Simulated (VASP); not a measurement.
Wanted: the native input for a VASP 6.6.1 run.

```
Task                   : single point
Functional             : PBE
Potentials or basis    : VASP PAW PBE potentials, release 64 (Zn, Se)
Cutoff                 : 520 eV
k mesh                 : 7 × 7 × 7
Occupations            : fermi-dirac, width 0.02 eV
Spin                   : no spin polarisation
Further INCAR settings : ALGO = Fast; EDIFF = 1e-07
```

The structure of ZnSe (Stilleite) lies in POSCAR:

```
ZnSe
1.0
    0.0000000000      2.8338000000      2.8338000000
    2.8338000000      0.0000000000      2.8338000000
    2.8338000000      2.8338000000      0.0000000000
Zn Se
1 1
Direct
    0.0000000000      0.0000000000      0.0000000000
    0.2500000000      0.2500000000      0.2500000000
```

These files were run (other wordings do the same):

INCAR

```
ALGO = Fast
EDIFF = 1E-7
ENCUT = 520
GGA = PE
ISIF = 2
ISMEAR = -1
KPAR = 4
LASPH = True
LCHARG = False
LREAL = False
LWAVE = False
NELM = 100
PREC = Accurate
SIGMA = 0.02
```

KPOINTS

```
k-points
0
Gamma
  7 7 7
```

Potentials or basis: VASP PAW PBE potentials, release 64 (Zn, Se).

The run is started by

```bash
$ cat potpaw_PBE.64/Zn/POTCAR potpaw_PBE.64/Se/POTCAR > POTCAR
$ mpirun -np 4 vasp_std > vasp.out
```

Results of the run:

The pressure is 2.4 GPa and the band gap on the k mesh is 1.29 eV, direct.

Run time: 7.6 s on 4 MPI ranks on Intel(R) Xeon(R) Platinum 8259CL CPU @ 2.50GHz (Skylake/Cascade Lake), on a shared host, peak memory 0.15 GiB a rank.
